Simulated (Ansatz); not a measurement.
# BAs (F-43m) in Ansatz: notebook

Runs on BAs. Level: PBE. Tasks: single point.

Everything below comes from runs of Ansatz 0.2.0. Logs are shortened: lines on timing, memory, paths and dates and some standing lists are left out, and cuts for length are marked.

## 1. Starting point

It takes space group F-43m (No. 216, cubic). The conventional cell has a = 4.777 Å, b = 4.777 Å, c = 4.777 Å, α = 90.00°, β = 90.00°, γ = 90.00°. As (site symmetry -43m) is surrounded by 4 B at 2.07 Å. B (site symmetry -43m) has 4 As at 2.07 Å as nearest neighbours.

## 2. Single point, PBE

Input file input.yaml:

```yaml
crystal:
  lattice:
    - [0.0, 2.3885, 2.3885]
    - [2.3885, 0.0, 2.3885]
    - [2.3885, 2.3885, 0.0]
  atoms:
    - { symbol: As, position: [0.75, 0.75, 0.75] }
    - { symbol: B, position: [0.0, 0.0, 0.0] }
kpoints:
  mp_grid: { grid: [10, 10, 10] }
scf:
  occupations: { method: gaussian, width: 0.028 }
hamiltonian:
  xc: pbe
  pseudopotentials: { kind: all_electron, lapw: { basis_error: 0.001 } }
output:
  forces: true
  stress: true
  eigenvalues: true
```

Potentials or basis: all-electron LAPW, scalar-relativistic.

Command:

```bash
$ ansatz run input.yaml --threads 1 --pin off --max-ram 3072MiB --backend cpu --events-out ev --progress --plain --runs-dir out
```

Standard output:

```text
Warning: RAYON_NUM_THREADS=1 ignored (pool sized by the plan → 1); use --threads N
LAPW: plane waves up to 9.087 Å⁻¹, error target 1.0e-3 eV per atom; small_component_spin mean_spin; B in spheres of 0.852 Å, 5 of its electrons in bands, Dirac shells []; As in spheres of 1.216 Å, 23 of its electrons in bands, Dirac shells [] (how accurate: hamiltonian.pseudopotentials.lapw.basis_error, Limitations)
Engine: ansatz 0.2.0, aarch64-unknown-linux-gnu
Pseudopotentials: kind: all_electron
Pseudopotential: As, LAPW, valence charge 23, lapw/all_electron/scalar/gaussian/As, Koelling and Harmon's equation, gaussian nucleus
Pseudopotential: B, LAPW, valence charge 5, lapw/all_electron/scalar/gaussian/B, Koelling and Harmon's equation, gaussian nucleus
Functional definition: PBE
  parameter kappa = 0.804
  parameter beta = 0.06672455060314922
  exchange = pbe_x(kappa = kappa, mu = beta*pi^2/3)
  correlation = pbe_c(beta = beta)
Crystal: 2 atoms, lattice volume = 27.252 Å³
Basis set: ecut = 314.5867701742226 eV, 331 PW (Γ), exchange–correlation at level 2
Bands: 18, of which v1, the nominal top of the filled ones, is band 14 counted from 1 (13 counted from 0)
Symmetry: 24 space group operations
Space group: F-43m (ITA 216), of the structure as read, at distance tolerance 3.0e-5 Å
k-points: 47 of 1000 (time reversal used)
Non-local potential: As, projectors of the file, none
Non-local potential: B, projectors of the file, none
Initial density: superposition of atomic densities (chi_scale 0.1, normalization cell, long waves kept (reshape's long-wave potential 0.00 eV rms))
Initial wavefunctions: plane waves of lowest kinetic energy (no species holds an atomic orbital)
Functional: x = pbe(κ = 0.804, μ = 0.2195149727645171), c = pbe(β = 0.06672455060314922)
iter 1 solved again at ethr=6.56e-3 eV; its pass at ethr=1.00e-1 eV (dr2=1.84e0 eV) is discarded
SCF iter   1: F=—  HF=-62200.786405 eV  |F-HF|=—  |Δ(HF+E_count)|=         —  Δρ=7.14e-2  dr2=1.84e0  ethr=6.56e-3  ⟨swp⟩=2.0  Hψ=5632  notcnv=0
preconditioner: auto → none  [insulator: Δε(μ)=1.734 eV  Ē_g=12.438 eV  σ=0.028 eV  W_gap=1.00  n_scr=14 (ndim 8)  ℏωp=20.1 eV  f_vac=0.000  D(μ)=0.00/eV (n_scr^D=0)  ε∞_Penn≈3.6]
iter 2 solved again at ethr=5.21e-4 eV; its pass at ethr=6.56e-3 eV (dr2=1.46e-1 eV) is discarded
SCF iter   2: F=—  HF=-62200.206721 eV  |F-HF|=—  |Δ(HF+E_count)|=   5.80e-1  Δρ=2.38e-2  dr2=1.46e-1  ethr=5.21e-4  ⟨swp⟩=2.0  Hψ=4450  notcnv=0
SCF iter   3: F=—  HF=-62200.169717 eV  |F-HF|=—  |Δ(HF+E_count)|=   3.70e-2  Δρ=1.02e-2  dr2=2.31e-2  ethr=5.20e-4  ⟨swp⟩=2.2  Hψ=2409  notcnv=0
SCF iter   4: F=—  HF=-62200.168213 eV  |F-HF|=—  |Δ(HF+E_count)|=         —  Δρ=2.87e-3  dr2=1.96e-3  ethr=8.26e-5  ⟨swp⟩=2.0  Hψ=2397  notcnv=0
the basis was enlarged: its passes take 165.5 KiB over the memory plan, 1 of 1 planned eigensolver slots
SCF iter   5: F=—  HF=-62200.167394 eV  |F-HF|=—  |Δ(HF+E_count)|=   8.19e-4  Δρ=5.55e-4  dr2=5.62e-5  ethr=6.98e-6  ⟨swp⟩=2.6  Hψ=2278  notcnv=0
SCF iter   6: F=—  HF=-62200.167437 eV  |F-HF|=—  |Δ(HF+E_count)|=   4.27e-5  Δρ=7.65e-5  dr2=1.15e-6  ethr=2.01e-7  ⟨swp⟩=3.0  Hψ=2356  notcnv=0
SCF iter   7: F=-62200.167438 eV  HF=-62200.167438 eV  |F-HF|=1.42e-8  |Δ(HF+E_count)|=   1.64e-6  Δρ=6.57e-6  dr2=1.02e-8  ethr=4.11e-9  ⟨swp⟩=3.0  Hψ=2379  notcnv=0
SCF 1 converged in 7 iterations: F = -62200.167438 eV  dr2 = 1.02e-8
SCF converged after 7 iterations
Free energy (F): -62200.167438 eV
Harris-Foulkes:  -62200.167438 eV  (|F-HF|=1.42e-8)
Internal energy: -62200.167438 eV  (E = F + TS)
E sigma→0 (E₀):  -62200.167438 eV
Fermi energy:    12.317459 eV
--- Per-component energies (eV) ---
  E_band       = -1573.263795
  E_kinetic    = 63570.661351
  E_xc         = -2393.729820
  E_electrostatic = -123377.098970  (all electrons and nuclei)
  E_smearing   = -0.000000  (= −TS)
  E_closure    = 0.000000  (closes the sum)
  E_atoms      = -62188.745975  (free atoms, spherical and without spin; not in F)
  Σ components = -62200.167438   (vs F -62200.167438, Δ=0.00e0)
  Basis errors (estimates in eV, not in F): energy 5.5e-4 per atom: plane waves 5.2e-4 (3.1e-4 summed), levels above the bands 0.0e0, relativity 1.9e-8, radial functions 3.5e-5, core shells 1.6e-11; eigenvalues (radial functions only) 2.9e-6; not estimated: angular momenta, meshes, grids; target (lapw.basis_error) 1.0e-3; muffin-tin radii B 0.852 Å, As 1.216 Å
--- Forces (eV/Å), atoms counted from 1 ---
  atom   1  As     0.00000000    -0.00000000     0.00000000
  atom   2  B     -0.00000000    -0.00000000     0.00000000
  max |Σ_I F_I| component: 2.08e-17 eV/Å
--- Stress (GPa, compression-positive) ---
        2.734017       0.000000      -0.000000
        0.000000       2.734017       0.000000
       -0.000000       0.000000       2.734017
  P = ⅓ Tr σ = 2.7340 GPa (27.340 kbar)
--- Band table (eV; the first three rows and the last of 47) ---
  k-point 0: bands = ["-173.6631", "-162.0339", "-117.0368", "-117.0368", "-117.0368", "-24.1016", "-24.1016", "-24.1016", "-24.0797", "-24.0797", "-3.6737", "11.7244", "11.7244", "11.7244", "15.0086", "15.0086", "15.0086", "16.4089"]
  k-point 1: bands = ["-173.6631", "-162.0339", "-117.0368", "-117.0368", "-117.0368", "-24.1013", "-24.1009", "-24.1009", "-24.0796", "-24.0796", "-3.5097", "10.3307", "11.4235", "11.4235", "15.1543", "15.4060", "15.4060", "17.2847"]
  k-point 2: bands = ["-173.6631", "-162.0339", "-117.0368", "-117.0368", "-117.0368", "-24.1005", "-24.0991", "-24.0991", "-24.0794", "-24.0794", "-3.0257", "7.9684", "10.8499", "10.8499", "14.9379", "16.1247", "16.1247", "18.9150"]
  k-point 46: bands = ["-173.6631", "-162.0339", "-117.0368", "-117.0368", "-117.0368", "-24.1000", "-24.0926", "-24.0861", "-24.0828", "-24.0762", "0.6478", "3.6172", "6.3744", "6.6277", "16.2635", "16.5956", "19.5622", "19.6744"]
```

It took 11 s on 1 thread of Arm Neoverse V1, shared host; peak memory 0.26 GiB.

What came out:

```
Free energy            : -62200.1674 eV
Pressure               : 2.7 GPa
Band gap on the k mesh : 1.19 eV, indirect (least direct gap 3.28 eV)
```

A k mesh can miss the band edges. As with any semilocal functional, this PBE gap is likely too small.

## 3. Single point, PBE

Changes to input.yaml since step 2:

```diff
@@ -11,3 +11,3 @@
 scf:
-  occupations: { method: gaussian, width: 0.028 }
+  occupations: { method: gaussian, width: 0.016 }
 hamiltonian:
```

Potentials or basis: all-electron LAPW, scalar-relativistic.

Command:

```bash
$ ansatz run input.yaml --threads 1 --pin off --max-ram 3072MiB --backend cpu --events-out ev --progress --plain --runs-dir out
```

Standard output:

```text
Warning: RAYON_NUM_THREADS=1 ignored (pool sized by the plan → 1); use --threads N
LAPW: plane waves up to 9.087 Å⁻¹, error target 1.0e-3 eV per atom; small_component_spin mean_spin; B in spheres of 0.852 Å, 5 of its electrons in bands, Dirac shells []; As in spheres of 1.216 Å, 23 of its electrons in bands, Dirac shells [] (how accurate: hamiltonian.pseudopotentials.lapw.basis_error, Limitations)
[... 9 set-up lines as earlier in the session ...]
Crystal: 2 atoms, lattice volume = 27.252 Å³
Basis set: ecut = 314.5867701742226 eV, 331 PW (Γ), exchange–correlation at level 2
Bands: 18, of which v1, the nominal top of the filled ones, is band 14 counted from 1 (13 counted from 0)
[... 2 set-up lines as earlier in the session ...]
k-points: 47 of 1000 (time reversal used)
[... 5 set-up lines as earlier in the session ...]
iter 1 solved again at ethr=6.56e-3 eV; its pass at ethr=1.00e-1 eV (dr2=1.84e0 eV) is discarded
SCF iter   1: F=—  HF=-62200.786405 eV  |F-HF|=—  |Δ(HF+E_count)|=         —  Δρ=7.14e-2  dr2=1.84e0  ethr=6.56e-3  ⟨swp⟩=2.0  Hψ=5632  notcnv=0
preconditioner: auto → none  [insulator: Δε(μ)=1.734 eV  Ē_g=12.438 eV  σ=0.016 eV  W_gap=1.00  n_scr=14 (ndim 8)  ℏωp=20.1 eV  f_vac=0.000  D(μ)=0.00/eV (n_scr^D=0)  ε∞_Penn≈3.6]
iter 2 solved again at ethr=5.21e-4 eV; its pass at ethr=6.56e-3 eV (dr2=1.46e-1 eV) is discarded
SCF iter   2: F=—  HF=-62200.206721 eV  |F-HF|=—  |Δ(HF+E_count)|=   5.80e-1  Δρ=2.38e-2  dr2=1.46e-1  ethr=5.21e-4  ⟨swp⟩=2.0  Hψ=4523  notcnv=0
SCF iter   3: F=—  HF=-62200.169717 eV  |F-HF|=—  |Δ(HF+E_count)|=   3.70e-2  Δρ=1.02e-2  dr2=2.31e-2  ethr=5.20e-4  ⟨swp⟩=2.2  Hψ=2409  notcnv=0
SCF iter   4: F=—  HF=-62200.168213 eV  |F-HF|=—  |Δ(HF+E_count)|=         —  Δρ=2.87e-3  dr2=1.96e-3  ethr=8.26e-5  ⟨swp⟩=2.0  Hψ=2397  notcnv=0
the basis was enlarged: its passes take 165.5 KiB over the memory plan, 1 of 1 planned eigensolver slots
SCF iter   5: F=—  HF=-62200.167394 eV  |F-HF|=—  |Δ(HF+E_count)|=   8.19e-4  Δρ=5.55e-4  dr2=5.62e-5  ethr=6.98e-6  ⟨swp⟩=2.6  Hψ=2436  notcnv=0
SCF iter   6: F=—  HF=-62200.167437 eV  |F-HF|=—  |Δ(HF+E_count)|=   4.27e-5  Δρ=7.66e-5  dr2=1.15e-6  ethr=2.01e-7  ⟨swp⟩=3.0  Hψ=2355  notcnv=0
SCF iter   7: F=-62200.167438 eV  HF=-62200.167438 eV  |F-HF|=1.41e-8  |Δ(HF+E_count)|=   1.66e-6  Δρ=6.54e-6  dr2=9.94e-9  ethr=4.09e-9  ⟨swp⟩=3.0  Hψ=2380  notcnv=0
SCF 1 converged in 7 iterations: F = -62200.167438 eV  dr2 = 9.94e-9
SCF converged after 7 iterations
Free energy (F): -62200.167438 eV
Harris-Foulkes:  -62200.167438 eV  (|F-HF|=1.41e-8)
Internal energy: -62200.167438 eV  (E = F + TS)
E sigma→0 (E₀):  -62200.167438 eV
Fermi energy:    12.317613 eV
--- Per-component energies (eV) ---
  E_band       = -1573.263816
  E_kinetic    = 63570.661397
  E_xc         = -2393.729823
  E_electrostatic = -123377.099012  (all electrons and nuclei)
  E_smearing   = -0.000000  (= −TS)
  E_closure    = 0.000000  (closes the sum)
  E_atoms      = -62188.745975  (free atoms, spherical and without spin; not in F)
  Σ components = -62200.167438   (vs F -62200.167438, Δ=0.00e0)
  Basis errors (estimates in eV, not in F): energy 5.5e-4 per atom: plane waves 5.2e-4 (3.1e-4 summed), levels above the bands 0.0e0, relativity 1.9e-8, radial functions 3.5e-5, core shells 1.6e-11; eigenvalues (radial functions only) 2.9e-6; not estimated: angular momenta, meshes, grids; target (lapw.basis_error) 1.0e-3; muffin-tin radii B 0.852 Å, As 1.216 Å
--- Forces (eV/Å), atoms counted from 1 ---
  atom   1  As     0.00000000     0.00000000    -0.00000000
  atom   2  B     -0.00000000    -0.00000000     0.00000000
  max |Σ_I F_I| component: 2.31e-17 eV/Å
--- Stress (GPa, compression-positive) ---
        2.734036       0.000000      -0.000000
        0.000000       2.734036       0.000000
       -0.000000       0.000000       2.734036
  P = ⅓ Tr σ = 2.7340 GPa (27.340 kbar)
--- Band table (eV; the first three rows and the last of 47) ---
  k-point 0: bands = ["-173.6631", "-162.0339", "-117.0368", "-117.0368", "-117.0368", "-24.1016", "-24.1016", "-24.1016", "-24.0797", "-24.0797", "-3.6737", "11.7244", "11.7244", "11.7244", "15.0086", "15.0086", "15.0086", "16.4089"]
  k-point 1: bands = ["-173.6631", "-162.0339", "-117.0368", "-117.0368", "-117.0368", "-24.1013", "-24.1009", "-24.1009", "-24.0796", "-24.0796", "-3.5097", "10.3307", "11.4235", "11.4235", "15.1543", "15.4060", "15.4060", "17.2847"]
  k-point 2: bands = ["-173.6631", "-162.0339", "-117.0368", "-117.0368", "-117.0368", "-24.1005", "-24.0991", "-24.0991", "-24.0794", "-24.0794", "-3.0257", "7.9684", "10.8499", "10.8499", "14.9379", "16.1247", "16.1247", "18.9150"]
  k-point 46: bands = ["-173.6631", "-162.0339", "-117.0368", "-117.0368", "-117.0368", "-24.1000", "-24.0926", "-24.0861", "-24.0828", "-24.0762", "0.6478", "3.6172", "6.3744", "6.6277", "16.2635", "16.5956", "19.5622", "19.6744"]
```

Wall time 11 s (1 thread of Arm Neoverse V1, shared host); peak memory 0.26 GiB.

Results:

```yaml
Free_energy: -62200.1674 eV
Pressure: 2.7 GPa
Band_gap_on_the_k_mesh: 1.19 eV, indirect (least direct gap 3.28 eV)
```

Levels at points of the mesh, in eV from the valence-band top:
```
             k point  band 11  band 12  band 13  band 14  band 15  band 16  band 17  band 18
  (0.00, 0.00, 0.00)   -15.40     0.00     0.00     0.00     3.28     3.28     3.28     4.68
 (0.00, 0.00, -0.50)   -12.53    -8.78    -1.82    -1.82     2.70     4.80     4.80     8.89
(0.00, -0.50, -0.50)   -11.22    -8.52    -4.07    -4.07     1.44     1.45    11.40    11.40
```

A k mesh can miss the band edges. PBE gaps usually lie below the measured ones, often by a third to a half.
